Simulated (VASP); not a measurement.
Here is a VASP 6.6.1 calculation.

File run.py:

```python
from ase.calculators.vasp import Vasp
from ase.dft.bandgap import bandgap
from ase.io import read

atoms = read('POSCAR')
calc = Vasp(
    directory='calc',
    xc='lda',
    pp='LDA',
    setups='recommended',
    prec='Accurate',
    encut=520,
    ediff=1e-06,
    ismear=0,
    sigma=0.05,
    lreal=False,
    lasph=True,
    nelm=60,
    algo='Normal',
    isif=2,
    lwave=False,
    lcharg=True,
    lelf=True,
    lvhar=True,
    kpts=[12, 12, 12],
    gamma=True,
)
atoms.calc = calc

print('energy (eV):', atoms.get_potential_energy())
print('free energy (eV):', atoms.get_potential_energy(force_consistent=True))
print('forces (eV/A):')
print(atoms.get_forces())
print('stress (eV/A^3, Voigt):', atoms.get_stress())
print('Fermi level (eV):', calc.get_fermi_level())
gap, top, bottom = bandgap(calc)
print('band gap (eV):', gap, 'from (spin, k, band)', top, 'to', bottom)
```

Contents of POSCAR:

```
Rh
1.0
    0.0000000000      1.8978500000      1.8978500000
    1.8978500000      0.0000000000      1.8978500000
    1.8978500000      1.8978500000      0.0000000000
Rh
1
Direct
    0.0000000000      0.0000000000      0.0000000000
```

Potentials or basis: VASP PAW LDA potentials, release 64 (Rh_pv).

Command:

```console
$ python run.py
```

(1) What does it give for the band gap on the k mesh?

(2) What does it give for the pressure?

Results:

(1) none (metal or under the smearing width).

(2) -9.1 GPa.
